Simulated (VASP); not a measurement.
# Pb (Fm-3m) in VASP: notebook

One crystal, Pb, is run at these levels: LDA; tasks: relaxation of the atoms.

Everything below comes from runs of VASP 6.6.1. Logs are shortened: lines on timing, memory, paths and dates and some standing lists are left out, and cuts for length are marked.

## (1) The structure

It takes space group Fm-3m (No. 225, cubic). Conventional cell: a = 4.886 Å, b = 4.886 Å, c = 4.886 Å, α = 90.00°, β = 90.00°, γ = 90.00°. Pb (site symmetry m-3m) has 12 Pb at 3.46 Å as nearest neighbours.

## (2) Relaxation of the atoms, LDA

The input, INCAR:

```
SYSTEM = Pb
ALGO = Normal
EDIFF = 1E-7
EDIFFG = -0.01
ENCUT = 600
IBRION = 2
ISIF = 2
ISMEAR = 1
LASPH = .TRUE.
LCHARG = .FALSE.
LREAL = .FALSE.
LWAVE = .FALSE.
NELM = 80
NSW = 40
PREC = Accurate
SIGMA = 0.1
```

The input, KPOINTS:

```
k-points
0
G
  14 14 14
  0 0 0
```

The input, POSCAR:

```
Pb                                      
1.0
    0.0000000000      2.4430577023      2.4430577023
    2.4430577023      0.0000000000      2.4430577023
    2.4430577023      2.4430577023      0.0000000000
  Pb            
     1
Direct
     0.0000000000000000    0.0000000000000000    0.0000000000000000
```

Potentials or basis: VASP PAW LDA potentials, release 64 (Pb_d).

On the command line:

```sh
> cat potpaw_LDA.64/Pb_d/POTCAR > POTCAR
> mpirun -np 1 vasp_std > vasp.out
```

OUTCAR:

```text
SYSTEM = Pb
   EDIFF = 1E-7
   EDIFFG = -0.01
   ENCUT = 600
   IBRION = 2
   ISIF = 2
   ISMEAR = 1
   LASPH = .TRUE.
   LREAL = .FALSE.
   NELM = 80
   NSW = 40
   PREC = Accurate

 ion  position               nearest neighbor table
   1  0.000  0.000  0.000-

  LATTYP: Found a face centered cubic cell.
 ALAT       =     4.8861154046

  Lattice vectors:

 A1 = (   0.0000000000,   2.4430577023,   2.4430577023)
 A2 = (   2.4430577023,   0.0000000000,   2.4430577023)
 A3 = (   2.4430577023,   2.4430577023,   0.0000000000)

Analysis of symmetry for initial positions (statically):
=====================================================================
 Subroutine PRICEL returns:
 Original cell was already a primitive cell.

 Routine SETGRP: Setting up the symmetry group for a
 face centered cubic supercell.

 Subroutine GETGRP returns: Found 48 space group operations
 (whereof 48 operations were pure point group operations)
 out of a pool of 48 trial point group operations.

The static configuration has the point symmetry O_h .

Analysis of symmetry for dynamics (positions and initial velocities):
=====================================================================
 Subroutine PRICEL returns:
 Original cell was already a primitive cell.

 Routine SETGRP: Setting up the symmetry group for a
 face centered cubic supercell.

 Subroutine GETGRP returns: Found 48 space group operations
 (whereof 48 operations were pure point group operations)
 out of a pool of 48 trial point group operations.

The dynamic configuration has the point symmetry O_h .

 Subroutine INISYM returns: Found 48 space group operations
 (whereof 48 operations are pure point group operations),
 and found     1 'primitive' translations

----------------------------------------------------------------------------------------

                                     Primitive cell

  volume of cell :      29.1629

  direct lattice vectors                    reciprocal lattice vectors
     0.000000000  2.443057702  2.443057702    -0.204661560  0.204661560  0.204661560
     2.443057702  0.000000000  2.443057702     0.204661560 -0.204661560  0.204661560
     2.443057702  2.443057702  0.000000000     0.204661560  0.204661560 -0.204661560

  length of vectors
     3.455005336  3.455005336  3.455005336     0.354484220  0.354484220  0.354484220

  position of ions in fractional coordinates (direct lattice)
     0.000000000  0.000000000  0.000000000

  ion indices of the primitive-cell ions
   primitive index   ion index
                 1           1

----------------------------------------------------------------------------------------

 KPOINTS: k-points

Automatic generation of k-mesh.
 Grid dimensions read from file:
 generate k-points for:   14   14   14

 Generating k-lattice:

  Cartesian coordinates                     Fractional coordinates (reciprocal lattice)
    -0.014618683  0.014618683  0.014618683     0.071428571  0.000000000  0.000000000
     0.014618683 -0.014618683  0.014618683     0.000000000  0.071428571  0.000000000
     0.014618683  0.014618683 -0.014618683     0.000000000  0.000000000  0.071428571

  Length of vectors
     0.025320301  0.025320301  0.025320301

  Shift w.r.t. Gamma in fractional coordinates (k-lattice)
     0.000000000  0.000000000  0.000000000

 Subroutine IBZKPT returns following result:
 ===========================================

 Found    104 irreducible k-points:

 Following reciprocal coordinates:
            Coordinates               Weight
  0.000000  0.000000  0.000000      1.000000
  0.071429  0.000000  0.000000      8.000000
  0.142857  0.000000  0.000000      8.000000
  0.214286  0.000000  0.000000      8.000000
  0.285714  0.000000  0.000000      8.000000
  0.357143  0.000000  0.000000      8.000000
[... 16 lines left out ...]
  0.214286  0.142857  0.000000     24.000000
  0.285714  0.142857  0.000000     24.000000
 [... further k-points ...]
   k-points           NKPTS =    104   k-points in BZ     NKDIM =    104   number of bands    NBANDS=     11
   number of dos      NEDOS =    301   number of ions     NIONS =      1
   total plane-waves  NPLWV =  21952
   dimension x,y,z NGX =    28 NGY =   28 NGZ =   28
   dimension x,y,z NGXF=    56 NGYF=   56 NGZF=   56
   ions per type =               1
   NGX,Y,Z   is equivalent  to a cutoff of  13.47, 13.47, 13.47 a.u.
   NGXF,Y,Z  is equivalent  to a cutoff of  26.95, 26.95, 26.95 a.u.
 SYSTEM =  Pb
   PREC   = accura    normal or accurate (medium, high low for compatibility)
   ISTART =      0    job   : 0-new  1-cont  2-samecut
   ICHARG =      2    charge: 1-file 2-atom 10-const
   ISPIN  =      1    spin polarized calculation?
   LNONCOLLINEAR =      F non collinear calculations
   LSORBIT =      F    spin-orbit coupling
   LASPH  =      T    aspherical Exc in radial PAW
   ENCUT  =  600.0 eV  44.10 Ry    6.64 a.u.   6.90  6.90  6.90*2*pi/ulx,y,z
   NELM   =     80;   NELMIN=  2; NELMDL= -5     # of ELM steps
   EDIFF  = 0.1E-06   stopping-criterion for ELM
   LREAL  =      F    real-space projection
   EDIFFG = -.1E-01   stopping-criterion for IOM
   NSW    =     40    number of steps for IOM
   IBRION =      2    ionic relax: 0-MD 1-quasi-New 2-CG
   NFREE  =      1    steps in history (QN), initial steepest desc. (CG)
   ISIF   =      2    stress and relaxation
   ISYM   =      2    0-nonsym 1-usesym 2-fastsym
   POTIM  = 0.5000    time-step for ionic-motion
   TEBEG  =    0.0;   TEEND  =   0.0 temperature during run
   PSTRESS=    0.0 pullay stress
   NELECT =      14.0000    total number of electrons
   NUPDOWN=      -1.0000    fix difference up-down
   EMIN   =  10.00;   EMAX   =-10.00  energy-range for DOS
   EFERMI =   0.00;   METHOD = LEGACY
   ISMEAR =     1;   SIGMA  =   0.10  broadening in eV -4-tet -1-fermi 0-gaus
   EFERMI_NEDOS =   21; number of points for ismear=-14 and -15
   IALGO  =     38    algorithm
   IMIX   =      4    mixing-type and parameters
     AMIX     =   0.40;   BMIX     =  1.00
     AMIX_MAG =   1.60;   BMIX_MAG =  1.00
  volume/ion in A,a.u.               =      29.16       196.80
  Fermi-wavevector in a.u.,A,eV,Ry     =   1.281860  2.422363 22.356603  1.643164
  Thomas-Fermi vector in A             =   2.414205
   LORBIT       =      0    0 simple, 1 ext, 2 COOP (PROOUT), +10 PAW based schemes
   GGA     = CA    functional components
   LHFCALC =     F    Hartree Fock is set to
   AEXX    =    0.0000 exact exchange contribution
   IVDW    =     0    specifies the selected vdW correction
   LEPSILON=     F    determine dielectric tensor
   LRPA    =     F    only Hartree local field effects (RPA)
 conjugate gradient relaxation of ions
 non-spin polarized calculation
 Methfessel and Paxton  Order N= 1 SIGMA  =   0.10
  energy-cutoff  :      600.00
  volume of cell :       29.16
 maximum number of plane-waves:       990
   NGX = 13   NGY = 13   NGZ = 13

 number of electron      13.9999999 magnetization

 Free energy of the ion-electron system (eV)
  ---------------------------------------------------
  ext. energy  EPLUGINS =         0.00000000
  ---------------------------------------------------
  free energy    TOTEN  =        -4.25686443 eV

  energy without entropy =       -4.25714838  energy(sigma->0) =       -4.25695908

 E-fermi :   7.5114     XC(G=0): -10.6427

 val. band max:        7.4860411156   @ k =  -0.2857   0.2857   0.0714
 cond. band min:       7.5488641435   @ k =   0.3571   0.2143   0.0000
 fundamental gap:      0.0628230279
 Fermi energy:         7.5113902388

 k-point     1 :       0.0000    0.0000    0.0000
  band No.  band energies     occupation
      1      -9.5837      2.00000
      2      -9.5837      2.00000
      3      -9.5837      2.00000
      4      -9.4229      2.00000
      5      -9.4229      2.00000
      6      -4.5812      2.00000
      7      15.1155      0.00000
      8      15.1155      0.00000
      9      15.1155      0.00000
     10      17.3025      0.00000
     11      19.4244      0.00000

 k-point     2 :       0.0714    0.0000    0.0000
  band No.  band energies     occupation
      1      -9.5841      2.00000
      2      -9.5753      2.00000
      3      -9.5753      2.00000
      4      -9.4235      2.00000
      5      -9.4235      2.00000
      6      -4.4790      2.00000
      7      13.9045      0.00000
      8      14.9883      0.00000
      9      14.9883      0.00000
     10      17.1053      0.00000
     11      19.8822      0.00000

 k-point     3 :       0.1429    0.0000    0.0000
  band No.  band energies     occupation
      1      -9.5861      2.00000
      2      -9.5561      2.00000
      3      -9.5561      2.00000
      4      -9.4208      2.00000
      5      -9.4208      2.00000
      6      -4.1717      2.00000
      7      11.6752      0.00000
      8      14.6634      0.00000
      9      14.6634      0.00000
     10      16.8817      0.00000
     11      20.4586      0.00000

 k-point     4 :       0.2143    0.0000    0.0000
  band No.  band energies     occupation
      1      -9.5916      2.00000
      2      -9.5432      2.00000
      3      -9.5432      2.00000
      4      -9.4015      2.00000
      5      -9.4015      2.00000
      6      -3.6596      2.00000
      7       9.3728     -0.00000
      8      14.2495      0.00000
      9      14.2495      0.00000
     10      16.7163      0.00000
     11      19.6568      0.00000
[... 239 lines left out ...]
 k-point    22 :       0.1429    0.1429    0.0000
  band No.  band energies     occupation
      1      -9.6194      2.00000
      2      -9.5214      2.00000
      3      -9.5214      2.00000
      4      -9.4618      2.00000
      5      -9.3968      2.00000
      6      -4.0358      2.00000
      7      12.7177      0.00000
      8      13.3260      0.00000
      9      13.3260      0.00000
     10      16.1797      0.00000
     11      18.1639      0.00000

 k-point    23 :       0.2143    0.1429    0.0000
  band No.  band energies     occupation
      1      -9.6304      2.00000
      2      -9.5032      2.00000
      3      -9.4951      2.00000
      4      -9.4685      2.00000
      5      -9.3790      2.00000
      6      -3.6606      2.00000
      7      10.9038      0.00000
      8      12.7463      0.00000
      9      13.1177      0.00000
     10      16.2460      0.00000
     11      17.2644      0.00000

 k-point    24 :       0.2857    0.1429    0.0000
  band No.  band energies     occupation
      1      -9.6317      2.00000
      2      -9.5181      2.00000
      3      -9.4859      2.00000
      4      -9.4393      2.00000
      5      -9.3449      2.00000
      6      -3.0851      2.00000
      7       8.7856     -0.00000
      8      12.3112      0.00000
      9      12.6252      0.00000
     10      16.0524      0.00000
     11      17.7052      0.00000

 [... further k-points ...]

------------------------ aborting loop because EDIFF is reached ----------------------------------------

  FORCE on cell =-STRESS in cart. coord.  units (eV):
  Direction    XX          YY          ZZ          XY          YZ          ZX
  --------------------------------------------------------------------------------------
  -------------------------------------------------------------------------------------
  Total       -0.0033458     -0.0033458     -0.0033458     -0.0000000     -0.0000000     -0.0000000
  in kB       -0.1838143     -0.1838143     -0.1838143     -0.0000000     -0.0000000     -0.0000000
  external PRESSURE =      -0.1838143 kB  Pullay stress =       0.0000000 kB

 VOLUME and BASIS-vectors are now :
 -----------------------------------------------------------------------------
  energy-cutoff  :      600.00
  volume of cell :       29.16
      direct lattice vectors                 reciprocal lattice vectors
     0.000000000  2.443057702  2.443057702    -0.204661560  0.204661560  0.204661560
     2.443057702  0.000000000  2.443057702     0.204661560 -0.204661560  0.204661560
     2.443057702  2.443057702  0.000000000     0.204661560  0.204661560 -0.204661560

 POSITION                                       TOTAL-FORCE (eV/Angst)
 -----------------------------------------------------------------------------------
      0.00000      0.00000      0.00000         0.000000      0.000000     -0.000000
 -----------------------------------------------------------------------------------
    total drift:                               -0.000000     -0.000000     -0.000000

  FREE ENERGIE OF THE ION-ELECTRON SYSTEM (eV)
  ---------------------------------------------------
  free  energy   TOTEN  =        -4.2568644261 eV

  energy  without entropy=       -4.2571483789  energy(sigma->0) =       -4.25695908

 reached required accuracy - stopping structural energy minimisation
```

Run time: 26 s. Hardware: 1 thread of Intel Xeon Platinum 8259CL at 2.50GHz (Skylake/Cascade Lake), shared host; peak memory 0.17 GiB.

Results:

```yaml
Free_energy: -4.2569 eV
Pressure_after_relaxing: 0.0 GPa
Band_gap_on_the_k_mesh: none (metal or under the smearing width)
```

Final structure:
```
Pb
1.0
     0.00000    2.44306    2.44306
     2.44306    0.00000    2.44306
     2.44306    2.44306    0.00000
Pb
1
Direct
  0.00000 0.00000 0.00000
```

Caveat: the relaxation stopped at its first step, so nothing moved. The run has no spin-orbit coupling, so splittings on Pb are missing.

## (3) Relaxation of the atoms, LDA (a relaxed cell with its volume scaled by 1.02)

INCAR is that of step 2.

KPOINTS is that of step 2.

The input, POSCAR:

```
Pb                                      
1.0
    0.0000000000      2.4592373639      2.4592373639
    2.4592373639      0.0000000000      2.4592373639
    2.4592373639      2.4592373639      0.0000000000
  Pb            
     1
Direct
     0.0000000000000000    0.0000000000000000    0.0000000000000000
```

Potentials or basis: VASP PAW LDA potentials, release 64 (Pb_d).

On the command line:

```sh
> cat potpaw_LDA.64/Pb_d/POTCAR > POTCAR
> mpirun -np 1 vasp_std > vasp.out
```

Wall time 26 s (1 thread of Intel Xeon Platinum 8259CL at 2.50GHz (Skylake/Cascade Lake), shared host); peak memory 0.17 GiB.

It converged, with:

```yaml
Free_energy: -4.2550 eV
Pressure_after_relaxing: -1.0 GPa
Band_gap_on_the_k_mesh: none (metal or under the smearing width)
```

Final structure:
```
CELL_PARAMETERS angstrom
0.00000 2.45924 2.45924
2.45924 0.00000 2.45924
2.45924 2.45924 0.00000
ATOMIC_POSITIONS crystal
Pb 0.00000 0.00000 0.00000
```

Levels at points of the mesh, in eV from the Fermi level:
| k point | band 4 | band 5 | band 6 | band 7 | band 8 | band 9 | band 10 | band 11 |
| --- | --- | --- | --- | --- | --- | --- | --- | --- |
| (0.00, 0.00, 0.00) | -16.92 | -16.92 | -11.94 | 7.45 | 7.45 | 7.45 | 9.79 | 11.67 |
| (0.50, 0.00, 0.00) | -16.77 | -16.77 | -8.21 | -4.34 | 5.58 | 5.58 | 9.27 | 9.68 |
| (0.50, 0.50, 0.00) | -16.74 | -16.74 | -6.76 | -3.40 | 1.99 | 1.99 | 5.48 | 6.74 |

Caveat: the relaxation stopped at its first step, so nothing moved.
